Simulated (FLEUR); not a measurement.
# BeS (F-43m) in FLEUR: notebook

The runs below take BeS through equation of state, with r2SCAN.

Everything below comes from runs of FLEUR MaX-R8.1 (later development tree). Logs are shortened: lines on timing, memory, paths and dates and some standing lists are left out, and cuts for length are marked.

### 1 The crystal as given

Symmetry: F-43m, No. 216, cubic system. Conventional cell: a = 4.850 Å, b = 4.850 Å, c = 4.850 Å, α = 90.00°, β = 90.00°, γ = 90.00°. S (site symmetry -43m) is surrounded by 4 Be at 2.10 Å. Be (site symmetry -43m) has 4 S at 2.10 Å as nearest neighbours.

### 2 Equation of state, r2SCAN, 13.40 Å³/atom (volume scaled by 0.94)

File inp.xml:

```xml
<?xml version="1.0" encoding="UTF-8" standalone="no"?>
<fleurInput fleurInputVersion="0.39">
   <comment>
      BeS                                                                                                 
   </comment>
   <calculationSetup>
      <cutoffs Kmax="5.13" Gmax="15.9" GmaxXC="15.9" numbands="0"/>
      <scfLoop itmax="80" minDistance="0.0001" maxIterBroyd="30" imix="Anderson" alpha="0.05" precondParam="0.0" spinf="2.0" sdNocoIR="T"/>
      <coreElectrons ctail="F" frcor="F" kcrel="0" coretail_lmax="0"/>
      <xcFunctional name="LibXC" relativisticCorrections="F">
         <LibXCName exchange="mgga_x_r2scan" correlation="mgga_c_r2scan"/>
         <AuxGGA exchange="117" correlation="130"/>
      </xcFunctional>
      <magnetism jspins="1"/>
      <soc l_soc="F" theta="0.0" phi="0.0" spav="F"/>
      <expertModes spex="0" secvar="F"/>
      <geometryOptimization l_f="F" forcealpha="1.0" forcemix="BFGS" epsdisp="0.00001" epsforce="0.00001"/>
      <ldaU l_linMix="F" mixParam="0.05" spinf="1.0"/>
   </calculationSetup>
   <cell>
      <bzIntegration valenceElectrons="10.0" mode="hist" fermiSmearingEnergy="0.00183747">
         <kPointListSelection listName="default-1"/>
         <!-- k-points included here -->
         <xi:include xmlns:xi="http://www.w3.org/2001/XInclude" href="kpts.xml"> </xi:include>
      </bzIntegration>
      <!-- symmetry operations included here -->
      <xi:include xmlns:xi="http://www.w3.org/2001/XInclude" href="sym.xml"> </xi:include>
      <bulkLattice scale="0.9795861087">
         <bravaisMatrix>
            <row-1>    0.0000000000000000     4.5825858521549998     4.5825858521549998</row-1>
            <row-2>    4.5825858521549998     0.0000000000000000     4.5825858521549998</row-2>
            <row-3>    4.5825858521549998     4.5825858521549998     0.0000000000000000</row-3>
         </bravaisMatrix>
      </bulkLattice>
   </cell>
   <atomSpecies>
      <species name="Sulfur (S)" element="S" atomicNumber="16">
         <mtSphere radius="1.91" gridPoints="651" logIncrement="0.018"/>
         <atomicCutoffs lmax="8" lnonsphr="8"/>
         <electronConfig flipSpins="F">
            <coreConfig>(1s1/2) (2s1/2) (2p1/2) (2p3/2)</coreConfig>
            <valenceConfig>(3s1/2) (3p1/2) (3p3/2)</valenceConfig>
            <stateOccupation state="(3p1/2)" spinUp="0.666667" spinDown="0.666667"/>
            <stateOccupation state="(3p3/2)" spinUp="1.333333" spinDown="1.333333"/>
         </electronConfig>
         <energyParameters s="3" p="3" d="3" f="4"/>
         <lo type="SCLO" l="0" n="3" eDeriv="2"/>
         <lo type="SCLO" l="1" n="3" eDeriv="2"/>
         <lo type="SCLO" l="2" n="3" eDeriv="2"/>
         <lo type="SCLO" l="3" n="4" eDeriv="2"/>
      </species>
      <species name="Beryllium (Be)" element="Be" atomicNumber="4">
         <mtSphere radius="1.65" gridPoints="565" logIncrement="0.018"/>
         <atomicCutoffs lmax="8" lnonsphr="8"/>
         <electronConfig flipSpins="F">
            <coreConfig></coreConfig>
            <valenceConfig>(1s1/2) (2s1/2)</valenceConfig>
         </electronConfig>
         <energyParameters s="2" p="2" d="3" f="4"/>
         <lo type="SCLO" l="0" n="1" eDeriv="0"/>
         <lo type="SCLO" l="1" n="2" eDeriv="2"/>
         <lo type="SCLO" l="2" n="3" eDeriv="2"/>
      </species>
   </atomSpecies>
   <atomGroups>
      <atomGroup species="Sulfur (S)">
         <relPos label="                   1">-1.000/4.000 -1.000/4.000 -1.000/4.000</relPos>
         <force calculate="T" relaxXYZ="TTT"/>
      </atomGroup>
      <atomGroup species="Beryllium (Be)">
         <relPos label="                   2">.0000000000 .0000000000 .0000000000</relPos>
         <force calculate="T" relaxXYZ="TTT"/>
      </atomGroup>
   </atomGroups>
   <output dos="F" band="F" slice="F">
      <checks vchk="F" cdinf="F"/>
      <bandDOS minEnergy="-.5*Htr" maxEnergy="0.5*Htr" sigma="0.015" storeEVData="T"/>
      <vacuumDOS vacdos="F" integ="F" star="F" nstars="0" locx1="0.0" locy1="0.0" locx2="0.0" locy2="0.0" nstm="0" tworkf="0.0"/>
      <unfoldingBand unfoldBand="F" supercellX="1" supercellY="1" supercellZ="1"/>
      <plotting iplot="0" polar="F">
         <plot TwoD="T" vec1="  1.0  0.0  0.0" vec2="  0.0  1.0  0.0" vec3="  0.0  0.0  1.0" zero="  0.0  0.0  0.0" file="plot"/>
      </plotting>
      <chargeDensitySlicing numkpt="0" minEigenval="0.0" maxEigenval="0.0" nnne="0" pallst="F"/>
      <specialOutput eonly="F"/>
      <moessbauerParams electricFieldGradient="T" isomerShift="T" coreHyperfine="T" valenceHyperfine="T"/>
      <magneticCircularDichroism mcd="F" energyLo="-10.0" energyUp="0.0"/>
   </output>
  <!-- We include the file relax.xml here to enable relaxations (see documentation) -->
  <xi:include xmlns:xi="http://www.w3.org/2001/XInclude" href="relax.xml"> <xi:fallback/> </xi:include>
</fleurInput>
```

Potentials or basis: all-electron, FLAPW.

On the command line:

```
$ inpgen -f crystal.txt -profile fastHighL
$ # inp.xml edited to the form shown
$ fleur_MPI
```

What it wrote:

```text
Welcome to FLEUR        (www.flapw.de)
      MaX-Release 8.1          (www.max-centre.eu)
 func_ids         498         497         498         497
 MetaGGA potential functional detected - V_tau will be computed
 Auxiliary Potential for radial basis: exchange=         117  correlation=         130
The functional 'Re-regularized SCAN exchange by Furness et al' is an exchange functional, it belongs to the 'MGGA' family and is defined in the reference(s):
[1] J. W. Furness, A. D. Kaplan, J. Ning, J. P. Perdew, and J. Sun.,  J. Phys. Chem. Lett. 11, 8208-8215 (2020)
[2] J. W. Furness, A. D. Kaplan, J. Ning, J. P. Perdew, and J. Sun.,  J. Phys. Chem. Lett. 11, 9248-9248 (2020)
The functional 'Re-regularized SCAN correlation by Furness et al' is a correlation functional, it belongs to the 'MGGA' family and is defined in the reference(s):
[1] J. W. Furness, A. D. Kaplan, J. Ning, J. P. Perdew, and J. Sun.,  J. Phys. Chem. Lett. 11, 8208-8215 (2020)
[2] J. W. Furness, A. D. Kaplan, J. Ning, J. P. Perdew, and J. Sun.,  J. Phys. Chem. Lett. 11, 9248-9248 (2020)
 Using same functional for VXC and EXC

 ========== k-point set info ==========
 Selected k-point list: default-1
 k-point list type: mesh
 9 x 9 x 9
 Number of k points: 35

 ------------Calculation Setup---------------------------
 Number of MPI-tasks      :            1
 Number of PE/node        :            1
 Number of OMP-threads    :            1
 Most efficient MPI parallelization for:
           1           5           7          35
 Additional eigenvalue parallelization possible
 Number of basis functions:          480
 Approximate size of matrices (H+S) per k-point:         0.007 GB
 --------------------------------------------------------
The functional 'Hammer, Hansen, and Norskov' is an exchange functional, it belongs to the 'GGA' family and is defined in the reference(s):
[1] B. Hammer, L. B. Hansen, and J. K. Nørskov.,  Phys. Rev. B 59, 7413 (1999)
The functional 'Perdew, Burke & Ernzerhof' is a correlation functional, it belongs to the 'GGA' family and is defined in the reference(s):
[1] J. P. Perdew, K. Burke, and M. Ernzerhof.,  Phys. Rev. Lett. 77, 3865 (1996)
[2] J. P. Perdew, K. Burke, and M. Ernzerhof.,  Phys. Rev. Lett. 78, 1396 (1997)
 Using same functional for VXC and EXC
 Using auxiliary GGA potential for the first iteration of MetaGGA calculation.
Nuclear radius smaller than smallest radial mesh point for atom type 2 -- skipping its core isomer shift
Nuclear radius smaller than smallest radial mesh point for atom type 2 -- skipping its isomer shift
 Reset of history
 Reset of history
 Iteration:     1   Distance:      13.65130144 me/bohr^3
The functional 'Hammer, Hansen, and Norskov' is an exchange functional, it belongs to the 'GGA' family and is defined in the reference(s):
[1] B. Hammer, L. B. Hansen, and J. K. Nørskov.,  Phys. Rev. B 59, 7413 (1999)
The functional 'Perdew, Burke & Ernzerhof' is a correlation functional, it belongs to the 'GGA' family and is defined in the reference(s):
[1] J. P. Perdew, K. Burke, and M. Ernzerhof.,  Phys. Rev. Lett. 77, 3865 (1996)
[2] J. P. Perdew, K. Burke, and M. Ernzerhof.,  Phys. Rev. Lett. 78, 1396 (1997)
 Using same functional for VXC and EXC
Nuclear radius smaller than smallest radial mesh point for atom type 2 -- skipping its core isomer shift
Nuclear radius smaller than smallest radial mesh point for atom type 2 -- skipping its isomer shift
 Iteration:     2   Distance:      12.75250800 me/bohr^3
The functional 'Hammer, Hansen, and Norskov' is an exchange functional, it belongs to the 'GGA' family and is defined in the reference(s):
[1] B. Hammer, L. B. Hansen, and J. K. Nørskov.,  Phys. Rev. B 59, 7413 (1999)
The functional 'Perdew, Burke & Ernzerhof' is a correlation functional, it belongs to the 'GGA' family and is defined in the reference(s):
[1] J. P. Perdew, K. Burke, and M. Ernzerhof.,  Phys. Rev. Lett. 77, 3865 (1996)
[2] J. P. Perdew, K. Burke, and M. Ernzerhof.,  Phys. Rev. Lett. 78, 1396 (1997)
 Using same functional for VXC and EXC
Nuclear radius smaller than smallest radial mesh point for atom type 2 -- skipping its core isomer shift
Nuclear radius smaller than smallest radial mesh point for atom type 2 -- skipping its isomer shift
 Iteration:     3   Distance:      12.03489630 me/bohr^3
The functional 'Hammer, Hansen, and Norskov' is an exchange functional, it belongs to the 'GGA' family and is defined in the reference(s):
[1] B. Hammer, L. B. Hansen, and J. K. Nørskov.,  Phys. Rev. B 59, 7413 (1999)
The functional 'Perdew, Burke & Ernzerhof' is a correlation functional, it belongs to the 'GGA' family and is defined in the reference(s):
[1] J. P. Perdew, K. Burke, and M. Ernzerhof.,  Phys. Rev. Lett. 77, 3865 (1996)
[2] J. P. Perdew, K. Burke, and M. Ernzerhof.,  Phys. Rev. Lett. 78, 1396 (1997)
 Using same functional for VXC and EXC
[... 8 lines left out ...]
 Using same functional for VXC and EXC
Nuclear radius smaller than smallest radial mesh point for atom type 2 -- skipping its core isomer shift
Nuclear radius smaller than smallest radial mesh point for atom type 2 -- skipping its isomer shift
 Iteration:     5   Distance:       1.60404346 me/bohr^3
The functional 'Hammer, Hansen, and Norskov' is an exchange functional, it belongs to the 'GGA' family and is defined in the reference(s):
[1] B. Hammer, L. B. Hansen, and J. K. Nørskov.,  Phys. Rev. B 59, 7413 (1999)
The functional 'Perdew, Burke & Ernzerhof' is a correlation functional, it belongs to the 'GGA' family and is defined in the reference(s):
[1] J. P. Perdew, K. Burke, and M. Ernzerhof.,  Phys. Rev. Lett. 77, 3865 (1996)
[2] J. P. Perdew, K. Burke, and M. Ernzerhof.,  Phys. Rev. Lett. 78, 1396 (1997)
 Using same functional for VXC and EXC
Nuclear radius smaller than smallest radial mesh point for atom type 2 -- skipping its core isomer shift
Nuclear radius smaller than smallest radial mesh point for atom type 2 -- skipping its isomer shift
 Iteration:     6   Distance:       0.39364066 me/bohr^3
The functional 'Hammer, Hansen, and Norskov' is an exchange functional, it belongs to the 'GGA' family and is defined in the reference(s):
[1] B. Hammer, L. B. Hansen, and J. K. Nørskov.,  Phys. Rev. B 59, 7413 (1999)
The functional 'Perdew, Burke & Ernzerhof' is a correlation functional, it belongs to the 'GGA' family and is defined in the reference(s):
[1] J. P. Perdew, K. Burke, and M. Ernzerhof.,  Phys. Rev. Lett. 77, 3865 (1996)
[2] J. P. Perdew, K. Burke, and M. Ernzerhof.,  Phys. Rev. Lett. 78, 1396 (1997)
 Using same functional for VXC and EXC
Nuclear radius smaller than smallest radial mesh point for atom type 2 -- skipping its core isomer shift
Nuclear radius smaller than smallest radial mesh point for atom type 2 -- skipping its isomer shift
 Iteration:     7   Distance:       0.07448999 me/bohr^3
The functional 'Hammer, Hansen, and Norskov' is an exchange functional, it belongs to the 'GGA' family and is defined in the reference(s):
[1] B. Hammer, L. B. Hansen, and J. K. Nørskov.,  Phys. Rev. B 59, 7413 (1999)
[... 29 lines left out ...]
[2] J. P. Perdew, K. Burke, and M. Ernzerhof.,  Phys. Rev. Lett. 78, 1396 (1997)
 Using same functional for VXC and EXC
Nuclear radius smaller than smallest radial mesh point for atom type 2 -- skipping its core isomer shift
Nuclear radius smaller than smallest radial mesh point for atom type 2 -- skipping its isomer shift
 Iteration:    11   Distance:       0.00119176 me/bohr^3
The functional 'Hammer, Hansen, and Norskov' is an exchange functional, it belongs to the 'GGA' family and is defined in the reference(s):
[1] B. Hammer, L. B. Hansen, and J. K. Nørskov.,  Phys. Rev. B 59, 7413 (1999)
The functional 'Perdew, Burke & Ernzerhof' is a correlation functional, it belongs to the 'GGA' family and is defined in the reference(s):
[1] J. P. Perdew, K. Burke, and M. Ernzerhof.,  Phys. Rev. Lett. 77, 3865 (1996)
[2] J. P. Perdew, K. Burke, and M. Ernzerhof.,  Phys. Rev. Lett. 78, 1396 (1997)
 Using same functional for VXC and EXC
Nuclear radius smaller than smallest radial mesh point for atom type 2 -- skipping its core isomer shift
Nuclear radius smaller than smallest radial mesh point for atom type 2 -- skipping its isomer shift
 Iteration:    12   Distance:       0.00083471 me/bohr^3
The functional 'Hammer, Hansen, and Norskov' is an exchange functional, it belongs to the 'GGA' family and is defined in the reference(s):
[1] B. Hammer, L. B. Hansen, and J. K. Nørskov.,  Phys. Rev. B 59, 7413 (1999)
The functional 'Perdew, Burke & Ernzerhof' is a correlation functional, it belongs to the 'GGA' family and is defined in the reference(s):
[1] J. P. Perdew, K. Burke, and M. Ernzerhof.,  Phys. Rev. Lett. 77, 3865 (1996)
[2] J. P. Perdew, K. Burke, and M. Ernzerhof.,  Phys. Rev. Lett. 78, 1396 (1997)
 Using same functional for VXC and EXC
Nuclear radius smaller than smallest radial mesh point for atom type 2 -- skipping its core isomer shift
Nuclear radius smaller than smallest radial mesh point for atom type 2 -- skipping its isomer shift
 Iteration:    13   Distance:       0.00012038 me/bohr^3
The functional 'Hammer, Hansen, and Norskov' is an exchange functional, it belongs to the 'GGA' family and is defined in the reference(s):
[1] B. Hammer, L. B. Hansen, and J. K. Nørskov.,  Phys. Rev. B 59, 7413 (1999)
The functional 'Perdew, Burke & Ernzerhof' is a correlation functional, it belongs to the 'GGA' family and is defined in the reference(s):
[1] J. P. Perdew, K. Burke, and M. Ernzerhof.,  Phys. Rev. Lett. 77, 3865 (1996)
[2] J. P. Perdew, K. Burke, and M. Ernzerhof.,  Phys. Rev. Lett. 78, 1396 (1997)
 Using same functional for VXC and EXC
Nuclear radius smaller than smallest radial mesh point for atom type 2 -- skipping its core isomer shift
Nuclear radius smaller than smallest radial mesh point for atom type 2 -- skipping its isomer shift
 Iteration:    14   Distance:       0.00011652 me/bohr^3
The functional 'Hammer, Hansen, and Norskov' is an exchange functional, it belongs to the 'GGA' family and is defined in the reference(s):
[1] B. Hammer, L. B. Hansen, and J. K. Nørskov.,  Phys. Rev. B 59, 7413 (1999)
The functional 'Perdew, Burke & Ernzerhof' is a correlation functional, it belongs to the 'GGA' family and is defined in the reference(s):
[1] J. P. Perdew, K. Burke, and M. Ernzerhof.,  Phys. Rev. Lett. 77, 3865 (1996)
[2] J. P. Perdew, K. Burke, and M. Ernzerhof.,  Phys. Rev. Lett. 78, 1396 (1997)
 Using same functional for VXC and EXC
Nuclear radius smaller than smallest radial mesh point for atom type 2 -- skipping its core isomer shift
Nuclear radius smaller than smallest radial mesh point for atom type 2 -- skipping its isomer shift
 Iteration:    15   Distance:       0.00001071 me/bohr^3

 ********************************************************************
 Run finished successfully
 Stop message:
   all done
 ********************************************************************
```

It took 35 s on 1 thread of Intel Xeon 6975P-C (Granite Rapids), shared host; peak memory 0.07 GiB.

What came out:

* Free energy: -11271.0581 eV
* Band gap on the k mesh: 3.51 eV, indirect (least direct gap 6.18 eV)
* Valence electrons inside the program's atomic spheres: S 3.75; Be 2.65 (radii S 1.91, Be 1.65 bohr)

Caveat: the meta-GGA is that of a development version, with a GGA for the radial functions and cores and without core tails; an odd mesh through Γ misses points on the zone boundary, where band edges often lie.

### 3 Equation of state, r2SCAN, 13.69 Å³/atom (volume scaled by 0.96)

inp.xml, as its differences from that of step 2:

```diff
@@ -27,3 +27,3 @@
       <xi:include xmlns:xi="http://www.w3.org/2001/XInclude" href="sym.xml"> </xi:include>
-      <bulkLattice scale="0.9795861087">
+      <bulkLattice scale="0.9864848297">
          <bravaisMatrix>
```

Potentials or basis: all-electron, FLAPW.

On the command line:

```
$ inpgen -f crystal.txt -profile fastHighL
$ # inp.xml edited to the form shown
$ fleur_MPI
```

Run time: 34 s. Hardware: 1 thread of Intel Xeon 6975P-C (Granite Rapids), shared host; peak memory 0.07 GiB.

It converged, with:

```yaml
Free_energy: -11271.0829 eV
Band_gap_on_the_k_mesh: 3.57 eV, indirect (least direct gap 6.20 eV)
Valence_electrons_inside_the_program's_atomic_spheres: S 3.73; Be 2.63 (radii S 1.91, Be 1.65 bohr)
```

Caveat: the meta-GGA is that of a development version, with a GGA for the radial functions and cores and without core tails; an odd mesh through Γ misses points on the zone boundary, where band edges often lie.

### 4 Equation of state, r2SCAN, 14.26 Å³/atom

inp.xml, as its differences from that of step 3:

```diff
@@ -27,3 +27,3 @@
       <xi:include xmlns:xi="http://www.w3.org/2001/XInclude" href="sym.xml"> </xi:include>
-      <bulkLattice scale="0.9864848297">
+      <bulkLattice scale="1.0000000000">
          <bravaisMatrix>
```

On the command line:

```
$ inpgen -f crystal.txt -profile fastHighL
$ # inp.xml edited to the form shown
$ fleur_MPI
```

Run time: 36 s. Hardware: 1 thread of Intel Xeon 6975P-C (Granite Rapids), shared host; peak memory 0.07 GiB.

Results (log left out):

* Free energy: -11271.1069 eV
* Band gap on the k mesh: 3.66 eV, indirect (least direct gap 6.24 eV)
* Valence electrons inside the program's atomic spheres: S 3.71; Be 2.60 (radii S 1.91, Be 1.65 bohr)

Caveat: the meta-GGA is that of a development version, with a GGA for the radial functions and cores and without core tails; an odd mesh through Γ misses points on the zone boundary, where band edges often lie.

### 5 Equation of state, r2SCAN, 14.83 Å³/atom (volume scaled by 1.04)

inp.xml, as its differences from that of step 4:

```diff
@@ -27,3 +27,3 @@
       <xi:include xmlns:xi="http://www.w3.org/2001/XInclude" href="sym.xml"> </xi:include>
-      <bulkLattice scale="1.0000000000">
+      <bulkLattice scale="1.0131594038">
          <bravaisMatrix>
```

On the command line:

```
$ inpgen -f crystal.txt -profile fastHighL
$ # inp.xml edited to the form shown
$ fleur_MPI
```

Run time: 43 s. Hardware: 1 thread of Intel Xeon 6975P-C (Granite Rapids), shared host; peak memory 0.07 GiB.

Results (log left out):

```
Free energy                                           : -11271.1019 eV
Band gap on the k mesh                                : 3.74 eV, indirect (least direct gap 6.25 eV)
Valence electrons inside the program's atomic spheres : S 3.69; Be 2.57 (radii S 1.91, Be 1.65 bohr)
```

Caveat: the meta-GGA is that of a development version, with a GGA for the radial functions and cores and without core tails; an odd mesh through Γ misses points on the zone boundary, where band edges often lie.

### 6 Equation of state, r2SCAN, 15.12 Å³/atom (volume scaled by 1.06)

inp.xml, as its differences from that of step 5:

```diff
@@ -27,3 +27,3 @@
       <xi:include xmlns:xi="http://www.w3.org/2001/XInclude" href="sym.xml"> </xi:include>
-      <bulkLattice scale="1.0131594038">
+      <bulkLattice scale="1.0196128224">
          <bravaisMatrix>
```

Potentials or basis: all-electron, FLAPW.

On the command line:

```
$ inpgen -f crystal.txt -profile fastHighL
$ # inp.xml edited to the form shown
$ fleur_MPI
```

It took 38 s on 1 thread of Intel Xeon 6975P-C (Granite Rapids), shared host; peak memory 0.07 GiB.

Results (log left out):

```
Free energy                                           : -11271.0900 eV
Band gap on the k mesh                                : 3.77 eV, indirect (least direct gap 6.15 eV)
Valence electrons inside the program's atomic spheres : S 3.68; Be 2.56 (radii S 1.91, Be 1.65 bohr)
```

Caveat: the meta-GGA is that of a development version, with a GGA for the radial functions and cores and without core tails; an odd mesh through Γ misses points on the zone boundary, where band edges often lie.

### 7 Equation of state, r2SCAN

This step only gathers the single runs of the series.

Results:

* Equilibrium volume: 14.43 Å³/atom
* Bulk modulus: 97 GPa

Energy against volume, from the lowest point:
```
volume (Å³/atom)  energy (meV/atom)
          13.405              24.41
          13.690              12.02
          14.261               0.00
          14.831               2.51
          15.116               8.42
```

Caveat: the meta-GGA is that of a development version, with a GGA for the radial functions and cores and without core tails. Zero-point motion and thermal expansion aren't in these numbers.
